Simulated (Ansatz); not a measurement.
# Ti3I: the cost of one run

Computed with Ansatz 0.2.0 (DFT PBE, scalar-relativistic, plane waves, PAW, unless a step's input says otherwise).

### Step 1. Starting point

It takes space group Pm-3m (No. 221, cubic). The conventional cell has a = 4.773 Å, b = 4.773 Å, c = 4.773 Å, α = 90.00°, β = 90.00°, γ = 90.00°. Ti (site symmetry 4/mmm) has 2 I at 2.39 Å as nearest neighbours. Around I (site symmetry m-3m) lie 6 Ti at 2.39 Å.

As a file:

```
Ti I
1.0
     4.77321    0.00000    0.00000
     0.00000    4.77321    0.00000
     0.00000    0.00000    4.77321
Ti I
3 1
Direct
  0.50000 0.00000 0.00000
  0.00000 0.50000 0.00000
  0.00000 0.00000 0.50000
  0.00000 0.00000 0.00000
```

This is candidate A: anti-ReO3 type (Pm-3m, No. 221).

(A quick probe on a coarse mesh, which set the mesh and smearing, is not shown.)

### Step 3. Rough relaxation on the coarse mesh (candidate A)

input.yaml

```yaml
crystal:
  lattice:
    - [4.7732125927, 0.0, 0.0]
    - [0.0, 4.7732125927, 0.0]
    - [0.0, 0.0, 4.7732125927]
  atoms:
    - { symbol: Ti, position: [0.5, 0.0, 0.0] }
    - { symbol: Ti, position: [0.0, 0.5, 0.0] }
    - { symbol: Ti, position: [0.0, 0.0, 0.5] }
    - { symbol: I, position: [0.0, 0.0, 0.0] }
basis:
  ecutwfc: 420
kpoints:
  mp_grid: { grid: [4, 4, 4] }
hamiltonian:
  xc: pbe
scf:
  occupations: { method: gaussian, width: 0.1 }
  lower_state_search: "off"
output:
  forces: true
  stress: true
  eigenvalues: true
relax:
  adjacent_minimum: "off"
  f_tol: 0.04
  max_steps: 70
  cell: { stress_tol: 0.4 }
```

Run with:

```console
> ansatz run input.yaml --threads 1 --pin off --max-ram 2560MiB --backend cpu --events-out ev --progress --plain --runs-dir out
```

Q: Estimate wall time and peak memory on 1 thread of Arm Neoverse V1, shared host.

About 14 s, with a peak of 0.38 GiB.
